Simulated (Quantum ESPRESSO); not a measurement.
# Nb (Fm-3m) in Quantum ESPRESSO: further runs, part 2 of 3

Quantum ESPRESSO 7.5. The steps go on from the part before.

**3. Phonons, PBE**

Contents of pw.in:

```
&CONTROL
  calculation = 'scf'
  prefix = 'pwscf'
  outdir = './tmp'
  pseudo_dir = './pseudo'
  tprnfor = .true.
  tstress = .true.
  disk_io = 'low'
/
&SYSTEM
  ibrav = 0
  nat = 1
  ntyp = 1
  ecutwfc = 45
  ecutrho = 360
  nbnd = 12
  occupations = 'smearing'
  smearing = 'gaussian'
  degauss = 0.00999582
/
&ELECTRONS
  conv_thr = 2d-10
  electron_maxstep = 120
  mixing_beta = 0.5
/
ATOMIC_SPECIES
Nb    92.9064 nb_pbe_v1.uspp.F.UPF
CELL_PARAMETERS angstrom
   0.0000000000    2.1150000000    2.1150000000
   2.1150000000    0.0000000000    2.1150000000
   2.1150000000    2.1150000000    0.0000000000
ATOMIC_POSITIONS crystal
Nb     0.0000000000    0.0000000000    0.0000000000
K_POINTS automatic
11 11 11 0 0 0
```

Contents of relax.in:

```
&CONTROL
  calculation = 'vc-relax'
  prefix = 'pwscf'
  outdir = './tmp'
  pseudo_dir = './pseudo'
  tprnfor = .true.
  tstress = .true.
  disk_io = 'low'
  nstep = 40
  forc_conv_thr = 0.0001
  etot_conv_thr = 1d-06
/
&SYSTEM
  ibrav = 0
  nat = 1
  ntyp = 1
  ecutwfc = 45
  ecutrho = 360
  nbnd = 12
  occupations = 'smearing'
  smearing = 'gaussian'
  degauss = 0.00999582
/
&ELECTRONS
  conv_thr = 2d-10
  electron_maxstep = 120
  mixing_beta = 0.5
/
&IONS
  ion_dynamics = 'bfgs'
/
&CELL
  cell_dynamics = 'bfgs'
  press = 0
  press_conv_thr = 0.2
/
ATOMIC_SPECIES
Nb    92.9064 nb_pbe_v1.uspp.F.UPF
CELL_PARAMETERS angstrom
   0.0000000000    2.1150000000    2.1150000000
   2.1150000000    0.0000000000    2.1150000000
   2.1150000000    2.1150000000    0.0000000000
ATOMIC_POSITIONS crystal
Nb     0.0000000000    0.0000000000    0.0000000000
K_POINTS automatic
11 11 11 0 0 0
```

Contents of scf2.in:

```
&CONTROL
  calculation = 'scf'
  prefix = 'pwscf'
  outdir = './tmp'
  pseudo_dir = './pseudo'
  tprnfor = .true.
  tstress = .true.
  disk_io = 'low'
/
&SYSTEM
  ibrav = 0
  nat = 1
  ntyp = 1
  ecutwfc = 45
  ecutrho = 360
  nbnd = 12
  occupations = 'smearing'
  smearing = 'gaussian'
  degauss = 0.00999582
/
&ELECTRONS
  conv_thr = 1d-13
  electron_maxstep = 120
  mixing_beta = 0.5
  startingpot = 'file'
  startingwfc = 'file'
/
ATOMIC_SPECIES
Nb    92.9064 nb_pbe_v1.uspp.F.UPF
CELL_PARAMETERS angstrom
   0.0000000000    2.1049481182    2.1049481182
   2.1049481182    0.0000000000    2.1049481182
   2.1049481182    2.1049481182    0.0000000000
ATOMIC_POSITIONS crystal
Nb     0.0000000000    0.0000000000    0.0000000000
K_POINTS automatic
11 11 11 0 0 0
```

Contents of ph.in:

```
phonons of Nb
&INPUTPH
  prefix = 'pwscf'
  outdir = './tmp'
  tr2_ph = 1d-18
  fildyn = 'dyn'
  niter_ph = 90
  alpha_mix(1) = 0.4
/
0.3535533906 0.3535533906 0.3535533906
```

Potentials or basis: GBRV 1.5 PBE.

Launch:

```console
$ OMP_NUM_THREADS=1 pw.x -in pw.in > pw.out
$ OMP_NUM_THREADS=1 pw.x -in relax.in > relax.out
$ OMP_NUM_THREADS=1 pw.x -in scf2.in > scf2.out
$ OMP_NUM_THREADS=1 ph.x -in ph.in > ph.out
```

pw.out:

```text
This program is part of the open-source Quantum ESPRESSO suite
     for quantum simulation of materials; please cite
[... 9 lines left out ...]
     --------------------
     sticks:   dense  smooth     PW     G-vecs:    dense   smooth      PW
     Sum         793     397    127                14649     5161     965

     Using Slab Decomposition

     bravais-lattice index     =            0
     lattice parameter (alat)  =       5.6523  a.u.
     unit-cell volume          =     127.6902 (a.u.)^3
     number of atoms/cell      =            1
     number of atomic types    =            1
     number of electrons       =        13.00
     number of Kohn-Sham states=           12
     kinetic-energy cutoff     =      45.0000  Ry
     charge density cutoff     =     360.0000  Ry
     scf convergence threshold =      2.0E-10
     mixing beta               =       0.5000
[... 120 lines left out ...]

     total energy              =    -117.89590473 Ry
     estimated scf accuracy    <       0.10307043 Ry
[... 43 lines left out ...]
     iteration #  8     ecut=    45.00 Ry     beta= 0.50
     Davidson diagonalization with overlap
     ethr =  1.07E-11,  avg # of iterations =  2.3

     End of self-consistent calculation

          k = 0.0000 0.0000 0.0000 (   645 PWs)   bands (ev):

   -37.4677 -12.8843 -12.8843 -12.8843  11.1434  17.4294  17.4294  17.4294
    19.9938  19.9938  29.0991  33.8219
[... 273 lines left out ...]
   -37.2206 -13.6755 -13.6135 -13.2883  14.7278  15.8186  16.5978  19.2831
    22.2581  26.6517  27.2347  28.9027

     the Fermi energy is    17.3451 ev

!    total energy              =    -117.90948415 Ry
     estimated scf accuracy    <          4.5E-11 Ry
     smearing contrib. (-TS)   =      -0.00097681 Ry
     internal energy E=F+TS    =    -117.90850735 Ry

     The total energy is F=E-TS. E is the sum of the following terms:
     one-electron contribution =     -18.12047545 Ry
     hartree contribution      =      15.53418333 Ry
     xc contribution           =     -18.38874840 Ry
     ewald contribution        =     -96.93346683 Ry

     convergence has been achieved in   8 iterations

     Forces acting on atoms (cartesian axes, Ry/au):

     atom    1 type  1   force =     0.00000000    0.00000000    0.00000000

     Total force =     0.000000     Total SCF correction =     0.000000

     Computing stress (Cartesian axis) and pressure

          total   stress  (Ry/bohr**3)                   (kbar)     P=      -22.89
  -0.00015561   0.00000000  -0.00000000          -22.89        0.00       -0.00
   0.00000000  -0.00015561  -0.00000000            0.00      -22.89       -0.00
  -0.00000000  -0.00000000  -0.00015561           -0.00       -0.00      -22.89

=------------------------------------------------------------------------------=
   JOB DONE.
=------------------------------------------------------------------------------=
```

relax.out:

```text
This program is part of the open-source Quantum ESPRESSO suite
     for quantum simulation of materials; please cite
[... 9 lines left out ...]
     --------------------
     sticks:   dense  smooth     PW     G-vecs:    dense   smooth      PW
     Sum         793     397    127                14649     5161     965
[... 2148 lines left out ...]
   0.00000023   0.00000000  -0.00000000            0.03        0.00       -0.00
   0.00000000   0.00000023  -0.00000000            0.00        0.03       -0.00
  -0.00000000  -0.00000000   0.00000023           -0.00       -0.00        0.03

=------------------------------------------------------------------------------=
   JOB DONE.
=------------------------------------------------------------------------------=
```

Run time: 1.7 min. Hardware: 1 thread of Intel Xeon Platinum 8375C at 2.90GHz (Ice Lake), shared host; peak memory 0.09 GiB.

What came out:

```yaml
Free_energy: -1604.2417 eV
Relaxed_volume: 18.65 Å³/atom
Relaxed_cell: a = 2.977 Å, b = 2.977 Å, c = 2.977 Å, α = 60.00°, β = 60.00°, γ = 60.00°
Space_group_after_relaxing_to_0.05_Å: Fm-3m (No. 225)
Pressure_after_relaxing: 0.0 GPa
Band_gap_on_the_k_mesh: none (metal or under the smearing width)
Highest_phonon_frequency_at_the_q_point_run: 273 cm⁻¹
Most_unstable_mode: 68i cm⁻¹
```

Step by step:
| step | energy change (eV) | largest force (eV/Å) | pressure (GPa) | volume (Å³) |
| --- | --- | --- | --- | --- |
| 1 | 0.0000 | 0.0000 | -2.29 | 18.92 |
| 2 | -0.0019 | 0.0000 | -0.43 | 18.70 |
| 3 | -0.0019 | 0.0000 | 0.01 | 18.65 |
| 4 | -0.0019 | 0.0000 | 0.00 | 18.65 |

Final structure:
```xyz
1
Lattice="0.0000 2.1049 2.1049 2.1049 0.0000 2.1049 2.1049 2.1049 0.0000" Properties=species:S:1:pos:R:3 pbc="T T T"
Nb    0.0000    0.0000    0.0000
```

Levels at points of the mesh, in eV from the Fermi level:
| k point | band 3 | band 4 | band 5 | band 6 | band 7 | band 8 | band 9 | band 10 |
| --- | --- | --- | --- | --- | --- | --- | --- | --- |
| (0.00, 0.00, 0.00) | -30.18 | -30.18 | -6.23 | 0.08 | 0.08 | 0.08 | 2.69 | 2.69 |

Phonon frequencies in cm⁻¹ (negative: imaginary):
```csv
q point,frequencies
"(0.500, 0.500, 0.500)",-68 -68 273
```

Phonon modes at q = (0.500, 0.500, 0.500) in reciprocal lattice units:
| mode | symmetry | cm⁻¹ |
| --- | --- | --- |
| 1 | E_u | -68 |
| 2 | E_u | -68 |
| 3 | A_2u | 273 |

Caveat: some modes are imaginary; the q point doesn't lie on the k mesh, which can shift a metal's frequencies strongly unless the mesh is converged.

**4. Phonons, LDA**

pw.in, as its differences from that of step 3:

```diff
@@ -18,3 +18,3 @@
   smearing = 'gaussian'
-  degauss = 0.00999582
+  degauss = 0.01469973
 /
@@ -26,3 +26,3 @@
 ATOMIC_SPECIES
-Nb    92.9064 nb_pbe_v1.uspp.F.UPF
+Nb    92.9064 nb_lda_v1.uspp.F.UPF
 CELL_PARAMETERS angstrom
```

relax.in, as its differences from that of step 3:

```diff
@@ -21,3 +21,3 @@
   smearing = 'gaussian'
-  degauss = 0.00999582
+  degauss = 0.01469973
 /
@@ -37,3 +37,3 @@
 ATOMIC_SPECIES
-Nb    92.9064 nb_pbe_v1.uspp.F.UPF
+Nb    92.9064 nb_lda_v1.uspp.F.UPF
 CELL_PARAMETERS angstrom
```

scf2.in, as its differences from that of step 3:

```diff
@@ -18,3 +18,3 @@
   smearing = 'gaussian'
-  degauss = 0.00999582
+  degauss = 0.01469973
 /
@@ -28,7 +28,7 @@
 ATOMIC_SPECIES
-Nb    92.9064 nb_pbe_v1.uspp.F.UPF
+Nb    92.9064 nb_lda_v1.uspp.F.UPF
 CELL_PARAMETERS angstrom
-   0.0000000000    2.1049481182    2.1049481182
-   2.1049481182    0.0000000000    2.1049481182
-   2.1049481182    2.1049481182    0.0000000000
+   0.0000000000    2.0664992651    2.0664992651
+   2.0664992651    0.0000000000    2.0664992651
+   2.0664992651    2.0664992651    0.0000000000
 ATOMIC_POSITIONS crystal
```

ph.in, as its differences from that of step 3:

```diff
@@ -9,2 +9,2 @@
 /
-0.3535533906 0.3535533906 0.3535533906
+0.1767766953 0.7071067812 0.1767766953
```

Potentials or basis: GBRV 1.5 LDA.

Launch:

```console
$ OMP_NUM_THREADS=1 pw.x -in pw.in > pw.out
$ OMP_NUM_THREADS=1 pw.x -in relax.in > relax.out
$ OMP_NUM_THREADS=1 pw.x -in scf2.in > scf2.out
$ OMP_NUM_THREADS=1 ph.x -in ph.in > ph.out
```

pw.out:

```text
This program is part of the open-source Quantum ESPRESSO suite
     for quantum simulation of materials; please cite
[... 9 lines left out ...]
     --------------------
     sticks:   dense  smooth     PW     G-vecs:    dense   smooth      PW
     Sum         793     397    127                14649     5161     965

     Using Slab Decomposition

     bravais-lattice index     =            0
     lattice parameter (alat)  =       5.6523  a.u.
     unit-cell volume          =     127.6902 (a.u.)^3
     number of atoms/cell      =            1
     number of atomic types    =            1
     number of electrons       =        13.00
     number of Kohn-Sham states=           12
     kinetic-energy cutoff     =      45.0000  Ry
     charge density cutoff     =     360.0000  Ry
     scf convergence threshold =      2.0E-10
     mixing beta               =       0.5000
     number of iterations used =            8  plain     mixing
     Exchange-correlation= SLA  PZ   NOGX NOGC
                           (   1   1   0   0   0   0   0)

     celldm(1)=   5.652287  celldm(2)=   0.000000  celldm(3)=   0.000000
     celldm(4)=   0.000000  celldm(5)=   0.000000  celldm(6)=   0.000000

     crystal axes: (cart. coord. in units of alat)
               a(1) = (   0.000000   0.707107   0.707107 )
               a(2) = (   0.707107   0.000000   0.707107 )
               a(3) = (   0.707107   0.707107   0.000000 )

     reciprocal axes: (cart. coord. in units 2 pi/alat)
               b(1) = ( -0.707107  0.707107  0.707107 )
               b(2) = (  0.707107 -0.707107  0.707107 )
               b(3) = (  0.707107  0.707107 -0.707107 )

     PseudoPot. # 1 for Nb read from file:
     nb_lda_v1.uspp.F.UPF
     Pseudo is Ultrasoft + core correction, Zval = 13.0
     Generated by new atomic code, or converted to UPF format
     Using radial grid of  887 points,  6 beta functions with:
                l(1) =   0
                l(2) =   0
                l(3) =   1
                l(4) =   1
                l(5) =   2
                l(6) =   2
     Q(r) pseudized with  6 coefficients,  rinner =    1.000   1.000   1.000
                                                       1.000   1.000

     atomic species   valence    mass     pseudopotential
     Nb               13.00    92.90640     Nb( 1.00)

     48 Sym. Ops., with inversion, found

   Cartesian axes

     site n.     atom                  positions (alat units)
         1        Nb     tau(   1) = (   0.0000000   0.0000000   0.0000000  )

     number of k points=    56  Gaussian smearing, width (Ry)=  0.0147
                       cart. coord. in units 2pi/alat
        k(    1) = (   0.0000000   0.0000000   0.0000000), wk =   0.0015026
        k(    2) = (   0.0642824   0.0642824  -0.0642824), wk =   0.0120210
        k(    3) = (   0.1285649   0.1285649  -0.1285649), wk =   0.0120210
        k(    4) = (   0.1928473   0.1928473  -0.1928473), wk =   0.0120210
        k(    5) = (   0.2571297   0.2571297  -0.2571297), wk =   0.0120210
        k(    6) = (   0.3214122   0.3214122  -0.3214122), wk =   0.0120210
[... 48 lines left out ...]
        k(   55) = (  -0.0642824  -0.4499770   0.7071068), wk =   0.0360631
        k(   56) = (   0.0000000  -0.3856946   0.6428243), wk =   0.0360631

     Dense  grid:    14649 G-vectors     FFT dimensions: (  36,  36,  36)

     Smooth grid:     5161 G-vectors     FFT dimensions: (  25,  25,  25)

     Check: negative core charge=   -0.000001

     Initial potential from superposition of free atoms

     starting charge      12.9978, renormalised to      13.0000
     Starting wfcs are   13 randomized atomic wfcs

     Self-consistent Calculation

     iteration #  1     ecut=    45.00 Ry     beta= 0.50
     Davidson diagonalization with overlap
     ethr =  1.00E-02,  avg # of iterations =  4.6

     Threshold (ethr) on eigenvalues was too large:
     Diagonalizing with lowered threshold

     Davidson diagonalization with overlap
     ethr =  7.73E-04,  avg # of iterations =  1.1

     total energy              =    -118.05010843 Ry
     estimated scf accuracy    <       0.10150264 Ry

     iteration #  2     ecut=    45.00 Ry     beta= 0.50
     Davidson diagonalization with overlap
     ethr =  7.81E-04,  avg # of iterations =  2.1
[... 36 lines left out ...]
     total energy              =    -118.06411579 Ry
     estimated scf accuracy    <          2.8E-10 Ry

     iteration #  8     ecut=    45.00 Ry     beta= 0.50
     Davidson diagonalization with overlap
     ethr =  2.18E-12,  avg # of iterations =  3.1

     End of self-consistent calculation

          k = 0.0000 0.0000 0.0000 (   645 PWs)   bands (ev):

   -37.5931 -13.0529 -13.0529 -13.0529  10.8539  17.1377  17.1377  17.1377
    19.6872  19.6872  28.8794  33.5326

          k = 0.0643 0.0643-0.0643 (   640 PWs)   bands (ev):

   -37.5782 -13.1518 -13.0651 -13.0651  11.1557  16.9138  17.2729  17.2729
    19.5728  19.5728  29.4732  32.4350

          k = 0.1286 0.1286-0.1286 (   646 PWs)   bands (ev):
[... 96 lines left out ...]
   -37.3896 -14.0551 -13.4654 -13.2326  14.2230  15.9804  16.9362  17.8170
    20.5925  23.4509  27.7042  30.9063

          k =-0.0643-0.3214 0.3214 (   643 PWs)   bands (ev):

   -37.4225 -13.9003 -13.4298 -13.1790  14.1675  16.0610  16.4622  17.9984
    19.4319  22.5832  29.3954  31.8388

          k = 0.0000-0.2571 0.2571 (   644 PWs)   bands (ev):

   -37.4677 -13.7087 -13.3268 -13.1289  13.4351  15.8529  17.0646  18.3770
    18.4354  21.3405  30.3558  32.9248

          k = 0.3857 0.0000-0.0000 (   648 PWs)   bands (ev):

   -37.4500 -13.7072 -13.2941 -13.2941  13.3624  14.9152  17.6475  19.2416
    19.2416  20.7002  32.8280  33.0423

          k = 0.4500 0.0643-0.0643 (   646 PWs)   bands (ev):
[... 36 lines left out ...]
   -37.3466 -14.0410 -13.6077 -13.4144  13.6377  14.4238  18.2638  20.2219
    21.8299  24.5652  26.5095  30.4138

          k =-0.0000-0.5143 0.5143 (   660 PWs)   bands (ev):

   -37.3480 -13.9298 -13.7661 -13.3676  14.1155  15.0107  17.3686  19.5616
    21.2104  25.0304  26.9076  29.6611

          k = 0.6428-0.0000 0.0000 (   652 PWs)   bands (ev):

   -37.3462 -14.1267 -13.4618 -13.4618  13.0793  13.8106  20.3160  21.5755
    21.9974  21.9974  28.5188  28.5188

          k =-0.0000-0.6428 0.6428 (   648 PWs)   bands (ev):

   -37.3410 -14.1206 -13.5137 -13.4573  13.1848  13.9170  19.6848  21.2456
    22.1097  23.3140  27.4837  28.7881

          k = 0.2571 0.1286 0.0000 (   645 PWs)   bands (ev):

   -37.5059 -13.5155 -13.2183 -13.1324  12.6198  15.8994  17.5109  18.1176
    18.6662  20.3468  31.1810  32.1209

          k = 0.3214 0.1928-0.0643 (   642 PWs)   bands (ev):

   -37.4585 -13.7579 -13.3042 -13.1712  13.5058  15.7274  16.9533  18.1845
    19.2645  21.2624  30.1664  32.7386

          k = 0.3857 0.2571-0.1286 (   643 PWs)   bands (ev):
[... 26 lines left out ...]
   -37.3670 -14.0281 -13.5817 -13.3151  14.6464  15.3187  16.7804  18.4111
    21.1977  24.5426  26.6499  31.0911

          k =-0.0643-0.3214 0.4500 (   653 PWs)   bands (ev):

   -37.3834 -13.9634 -13.5709 -13.2699  14.7994  15.5790  16.1556  18.5080
    20.3493  23.7418  28.3665  31.0614

          k = 0.0000-0.2571 0.3857 (   643 PWs)   bands (ev):

   -37.4176 -13.8667 -13.4663 -13.2138  14.4176  15.5542  16.2567  18.6727
    19.3506  22.6326  29.8472  32.1709

          k = 0.5143 0.1286 0.0000 (   656 PWs)   bands (ev):

   -37.3813 -13.9706 -13.4526 -13.3843  13.7531  14.4562  17.6733  20.3166
    20.6900  22.3644  29.6728  30.4591

          k =-0.1286-0.5143 0.6428 (   658 PWs)   bands (ev):

   -37.3578 -14.0050 -13.5701 -13.4103  13.9573  14.6696  17.4022  19.8642
    21.5752  23.9996  27.6034  30.1135

          k =-0.0643-0.4500 0.5785 (   656 PWs)   bands (ev):

   -37.3495 -13.9452 -13.7175 -13.3910  14.3103  15.1108  16.9619  19.2627
    21.4904  25.5298  26.3877  30.0423

          k = 0.0000-0.3857 0.5143 (   657 PWs)   bands (ev):

   -37.3591 -13.8805 -13.7703 -13.3363  14.8712  15.3910  16.2732  18.9109
    20.8212  24.5632  28.7065  28.9489

          k =-0.0643-0.5785 0.7071 (   656 PWs)   bands (ev):

   -37.3456 -14.0813 -13.5179 -13.4650  13.4043  14.1104  18.8546  20.8484
    21.9995  23.5698  28.1578  28.4659

          k =-0.0000-0.5143 0.6428 (   654 PWs)   bands (ev):
[... 11 lines left out ...]
   -37.3536 -13.9304 -13.6986 -13.3971  14.7311  15.3935  16.1905  18.9982
    21.4031  25.2288  27.1474  29.8995

          k =-0.0643-0.4500 0.7071 (   658 PWs)   bands (ev):

   -37.3442 -13.9578 -13.6658 -13.4683  14.1697  14.9790  17.0106  19.4773
    22.0026  25.4083  28.0081  28.0814

          k = 0.0000-0.3857 0.6428 (   666 PWs)   bands (ev):

   -37.3426 -13.8544 -13.7917 -13.4624  14.4491  15.5475  16.3309  18.9746
    22.0027  26.3403  26.9723  28.5703

     the Fermi energy is    17.0636 ev

!    total energy              =    -118.06411579 Ry
     estimated scf accuracy    <          3.8E-11 Ry
     smearing contrib. (-TS)   =      -0.00220139 Ry
     internal energy E=F+TS    =    -118.06191440 Ry

     The total energy is F=E-TS. E is the sum of the following terms:
     one-electron contribution =     -18.40380576 Ry
     hartree contribution      =      15.54066695 Ry
     xc contribution           =     -18.26530876 Ry
     ewald contribution        =     -96.93346683 Ry

     convergence has been achieved in   8 iterations

     Forces acting on atoms (cartesian axes, Ry/au):

     atom    1 type  1   force =     0.00000000    0.00000000    0.00000000

     Total force =     0.000000     Total SCF correction =     0.000000

     Computing stress (Cartesian axis) and pressure

          total   stress  (Ry/bohr**3)                   (kbar)     P=     -112.78
  -0.00076666   0.00000000   0.00000000         -112.78        0.00        0.00
   0.00000000  -0.00076666   0.00000000            0.00     -112.78        0.00
   0.00000000   0.00000000  -0.00076666            0.00        0.00     -112.78

=------------------------------------------------------------------------------=
   JOB DONE.
=------------------------------------------------------------------------------=
```

Run time: 4.8 min. Hardware: 1 thread of Intel Xeon Platinum 8375C at 2.90GHz (Ice Lake), shared host; peak memory 0.09 GiB.

Results:

| Property | Result |
| --- | --- |
| Free energy | -1606.3891 eV |
| Relaxed volume | 17.65 Å³/atom |
| Relaxed cell | a = 2.922 Å, b = 2.922 Å, c = 2.922 Å, α = 60.00°, β = 60.00°, γ = 60.00° |
| Space group after relaxing (to 0.05 Å) | Fm-3m (No. 225) |
| Pressure after relaxing | 0.0 GPa |
| Band gap on the k mesh | none (metal or under the smearing width) |
| Highest phonon frequency at the q point run | 187 cm⁻¹ |

Step by step:
```tsv
step	energy change (eV)	largest force (eV/Å)	pressure (GPa)	volume (Å³)
1	0.0000	0.0000	-11.28	18.92
2	-0.0459	0.0000	-2.10	17.85
3	-0.0472	0.0000	0.24	17.63
4	-0.0472	0.0000	0.00	17.65
5	-0.0472	0.0000	0.00	17.65
```

Final structure:
```cif
data_structure
_symmetry_space_group_name_H-M 'P 1'
_symmetry_Int_Tables_number 1
_cell_length_a 2.9225
_cell_length_b 2.9225
_cell_length_c 2.9225
_cell_angle_alpha 60.000
_cell_angle_beta 60.000
_cell_angle_gamma 60.000
_cell_volume 17.65
loop_
_atom_site_label
_atom_site_type_symbol
_atom_site_fract_x
_atom_site_fract_y
_atom_site_fract_z
_atom_site_occupancy
Nb1 Nb 0.00000 0.00000 0.00000 1
```

Phonon frequencies in cm⁻¹ (negative: imaginary):
```csv
q point,frequencies
"(0.625, 0.250, 0.625)",96 182 187
```

Phonon modes at q = (0.625, 0.250, 0.625) in reciprocal lattice units:
```
mode  symmetry  cm⁻¹
   1       B_1    96
   2       A_1   182
   3       B_2   187
```

Caveat: the q point doesn't lie on the k mesh, which can shift a metal's frequencies strongly unless the mesh is converged.

(Part 2 of 3 ends here.)
